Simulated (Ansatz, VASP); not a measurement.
**Two plane-wave programs on Be3Te**

The input INCAR:

```
PREC     = Accurate       # precision mode
ENCUT    = 520            # plane-wave cutoff, eV
EDIFF    = 1E-6           # SCF threshold, eV
ISMEAR   = 0              # smearing method
SIGMA    = 0.1            # smearing width, eV
LREAL    = F              # projectors in reciprocal space
LASPH    = T              # aspherical terms in the spheres
NELM     = 100            # most SCF steps
ALGO     = Fast           # electronic algorithm
ISIF     = 2              # what is computed and relaxed
LWAVE    = F              # write WAVECAR
LCHARG   = F              # write CHGCAR
GGA      = PE             # functional
NBANDS   = 14             # bands
```

KPOINTS

```
regular mesh
0
Gamma
  16 16 16
```

The input POSCAR:

```
Be3Te
1.0
   -1.7897954403      1.7897954403      4.4193464100
    1.7897954403     -1.7897954403      4.4193464100
    1.7897954403      1.7897954403     -4.4193464100
Be Te
3 1
Direct
    0.5000000000      0.5000000000      0.0000000000
    0.7500000000      0.2500000000      0.5000000000
    0.2500000000      0.7500000000      0.5000000000
    0.0000000000      0.0000000000      0.0000000000
```

Input for Ansatz:

```yaml
crystal:
  lattice:
    - [-1.7897954403, 1.7897954403, 4.41934641]
    - [1.7897954403, -1.7897954403, 4.41934641]
    - [1.7897954403, 1.7897954403, -4.41934641]
  atoms:
    - { symbol: Be, position: [0.5, 0.5, 0.0] }
    - { symbol: Be, position: [0.75, 0.25, 0.5] }
    - { symbol: Be, position: [0.25, 0.75, 0.5] }
    - { symbol: Te, position: [0.0, 0.0, 0.0] }
basis:
  ecutwfc: 420
kpoints:
  mp_grid: { grid: [16, 16, 16] }
hamiltonian:
  xc: pbe
scf:
  occupations: { method: gaussian, width: 0.1 }
output:
  forces: true
  stress: true
  eigenvalues: true
  populations: true
```

Alike in both runs: task single point; functional PBE; k mesh 16 × 16 × 16; occupations gaussian, width 0.1 eV; no spin polarisation.

|  | VASP | Ansatz |
| --- | --- | --- |
| version | VASP 6.6.1 | Ansatz 0.2.0 |
| potentials or method | VASP PAW PBE potentials, release 64 (Be, Te) | scalar-relativistic, plane waves, PAW |
| plane-wave cutoff (eV) | 520 | 420 |
| valence electrons in the cell | 12 | 22 |

|  | VASP | Ansatz | Ansatz less VASP |
| --- | --- | --- | --- |
| gap on the k mesh at the Fermi level (eV) | none | none | - |
| pressure (GPa) | -0.9 | -1.0 | -0.11 |
| largest component of the traceless stress (GPa) | 0.75 | 0.68 | -0.063 |

A gap of «none» marks a metal or a gap that the smearing closes. With one functional, cell and mesh, what is left measures potentials, basis and numerics. The two sets of potentials don't hold the same shells in valence.

Spin-orbit coupling is left out, which matters for the levels of Te.
